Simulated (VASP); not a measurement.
## BaO: relaxation of cell and atoms with PBEsol

Crystal: BaO.

```
Ba O
1.0
     0.00000    2.79039    2.79039
     2.79039    0.00000    2.79039
     2.79039    2.79039    0.00000
Ba O
1 1
Cartesian
  0.0000 0.0000 0.0000
  2.7904 2.7904 2.7904
```

The cell is a database's computed one.

```json
{
  "Program": "VASP 6.6.1",
  "Task": "relaxation of cell and atoms",
  "Functional": "PBEsol",
  "Potentials or basis": "VASP PAW PBE potentials, release 64 (Ba_sv, O)",
  "Cutoff": "600 eV",
  "k mesh": "4 × 4 × 4",
  "Occupations": "gaussian, width 0.02 eV",
  "Spin": "no spin polarisation",
  "Further INCAR settings": "ALGO = Normal; EDIFF = 1e-07; IBRION = 2; EDIFFG = -0.005; NSW = 90; ISIF = 3"
}
```

| Property | Result |
| --- | --- |
| Relaxed volume | 21.17 Å³/atom |
| Relaxed cell | a = 3.912 Å, b = 3.912 Å, c = 3.912 Å, α = 60.00°, β = 60.00°, γ = 60.00° |
| Space group after relaxing (to 0.05 Å) | Fm-3m (No. 225) |
| Energy gained by relaxing | 3.4 meV/atom |
| Ionic steps | 3 |
| Pressure after relaxing | 0.0 GPa |
| Band gap on the k mesh | 1.85 eV, direct |

The path:
```tsv
step	energy change (eV)	largest force (eV/Å)	pressure (GPa)	volume (Å³)
1	0.0000	0.0000	-1.88	43.45
2	-0.0055	0.0000	0.87	41.87
3	-0.0067	0.0000	0.00	42.33
```

Final structure:
```
Ba O
1.0
     0.00000    2.76618    2.76618
     2.76618    0.00000    2.76618
     2.76618    2.76618    0.00000
Ba O
1 1
Direct
  0.00000 0.00000 0.00000
  0.50000 0.50000 0.50000
```

Levels at points of the mesh, in eV from the valence-band top:
```tsv
k point	band 4	band 5	band 6	band 7	band 8	band 9	band 10	band 11	band 12
(0.00, 0.00, 0.00)	-10.33	-10.33	-0.36	-0.36	-0.36	3.38	4.63	4.63	4.63
(0.50, 0.00, 0.00)	-10.45	-10.45	-2.07	-1.52	-1.52	4.86	7.15	7.15	8.02
(0.50, 0.50, 0.00)	-10.93	-10.93	-0.17	-0.17	0.00	1.85	5.93	8.91	9.24
```

It took 13 s on 1 thread of Intel(R) Xeon(R) Platinum 8559C (Emerald Rapids), with other jobs on the host, peak memory 0.18 GiB.

Caveat: the k mesh is coarse (spacing up to 0.49 Å⁻¹), so the values aren't converged; the PAW data sets were made with another functional, which shifts forces and pressure a little; spin-orbit coupling is left out, which moves the levels of the heavy elements. A k mesh can miss the band edges.
